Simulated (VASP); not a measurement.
Method: PBE GGA, VASP's PBE PAW potentials (set 64) (plane waves; VASP).

VASP ran on this input.

**INCAR**
```
LCHARG  =  F
LASPH  =  T
GGA  =  PE   # PBE
NELM  =  100   # most electronic steps
LWAVE  =  F
ISIF  =  2   # forces and stress, cell fixed
LREAL  =  F
ISMEAR  =  0
EDIFF  =  1E-6   # SCF stop (eV)
ALGO  =  Normal   # blocked Davidson
SYSTEM  =  Li3N
SIGMA  =  0.05   # width (eV)
ENCUT  =  520   # plane-wave cut-off (eV)
PREC  =  Accurate
```

### KPOINTS
```
Automatic
0
Monkhorst
 8 8 7
0 0 0
```

### POSCAR
```
Li3N
1
    1.8250000000    -3.1609930000     0.0000000000
    1.8250000000     3.1609930000     0.0000000000
    0.0000000000     0.0000000000     3.8700000000
Li N
3 1
Direct
  0.3333330000   0.6666670000   0.0000000000
  0.6666670000   0.3333330000   0.0000000000
  0.0000000000   0.0000000000   0.5000000000
  0.0000000000   0.0000000000   0.0000000000
```

POTCAR, in this order: Li_sv N (PBE.64 set). Program: vasp_std.

The run wrote:

**OSZICAR**
```
       N       E                     dE             d eps       ncg     rms          rms(c)
DAV:   1     0.567905645837E+02    0.56791E+02   -0.67395E+03  1760   0.134E+03
DAV:   2    -0.109977788173E+02   -0.67788E+02   -0.63011E+02  2369   0.253E+02
DAV:   3    -0.189092996661E+02   -0.79115E+01   -0.78704E+01  2679   0.772E+01
DAV:   4    -0.197676290180E+02   -0.85833E+00   -0.85734E+00  2829   0.204E+01
DAV:   5    -0.197776928821E+02   -0.10064E-01   -0.10063E-01  2365   0.285E+00    0.982E+00
DAV:   6    -0.158738937805E+02    0.39038E+01   -0.25264E+01  2109   0.234E+01    0.454E+00
DAV:   7    -0.157130448013E+02    0.16085E+00   -0.16214E+00  2428   0.735E+00    0.229E+00
DAV:   8    -0.156375444975E+02    0.75500E-01   -0.37910E-01  2069   0.502E+00    0.119E+00
DAV:   9    -0.156255959092E+02    0.11949E-01   -0.63428E-02  2257   0.160E+00    0.337E-01
DAV:  10    -0.156267061442E+02   -0.11102E-02   -0.50375E-03  2304   0.412E-01    0.932E-02
DAV:  11    -0.156264688898E+02    0.23725E-03   -0.21212E-03  2316   0.216E-01    0.287E-02
DAV:  12    -0.156264804516E+02   -0.11562E-04   -0.20764E-04  2258   0.886E-02    0.169E-02
DAV:  13    -0.156264731253E+02    0.73263E-05   -0.40303E-05  2439   0.361E-02    0.132E-03
DAV:  14    -0.156264731868E+02   -0.61426E-07   -0.17273E-06  2103   0.106E-02
   1 F= -.15626473E+02 E0= -.15626473E+02  d E =-.677213E-13
```

**OUTCAR**
```
------------------------ aborting loop because EDIFF is reached ----------------------------------------
  FORCE on cell =-STRESS in cart. coord.  units (eV):
  Direction    XX          YY          ZZ          XY          YZ          ZX
  --------------------------------------------------------------------------------------
  Total       -0.1897589     -0.1897589     -0.0354920      0.0000000      0.0000000      0.0000000
  in kB       -6.8090308     -6.8090320     -1.2735423      0.0000000      0.0000000      0.0000000
  external PRESSURE =      -4.9638684 kB  Pullay stress =       0.0000000 kB
  volume of cell :       44.65
      direct lattice vectors                 reciprocal lattice vectors
     1.825000000 -3.160993000  0.000000000     0.273972603 -0.158178142  0.000000000
     1.825000000  3.160993000  0.000000000     0.273972603  0.158178142  0.000000000
     0.000000000  0.000000000  3.870000000     0.000000000  0.000000000  0.258397933
 POSITION                                       TOTAL-FORCE (eV/Angst)
 -----------------------------------------------------------------------------------
      1.82500      1.05367      0.00000        -0.000000     -0.000000      0.000000
      1.82500     -1.05367      0.00000         0.000000      0.000000      0.000000
      0.00000      0.00000      1.93500         0.000000      0.000000      0.000000
      0.00000      0.00000      0.00000         0.000000     -0.000000      0.000000
 -----------------------------------------------------------------------------------
    total drift:                                0.000000     -0.000000      0.000000
  FREE ENERGIE OF THE ION-ELECTRON SYSTEM (eV)
  ---------------------------------------------------
  free  energy   TOTEN  =       -15.6264731868 eV

  energy  without entropy=      -15.6264731868  energy(sigma->0) =      -15.62647319
```
(Selected blocks of OUTCAR.)

The compound is Li3N in the alpha structure. The cell was not relaxed at this level. The run is one of a series of settings (KPOINTS 8×8×7 Monkhorst-Pack mesh against the base run), some of them coarse on purpose.
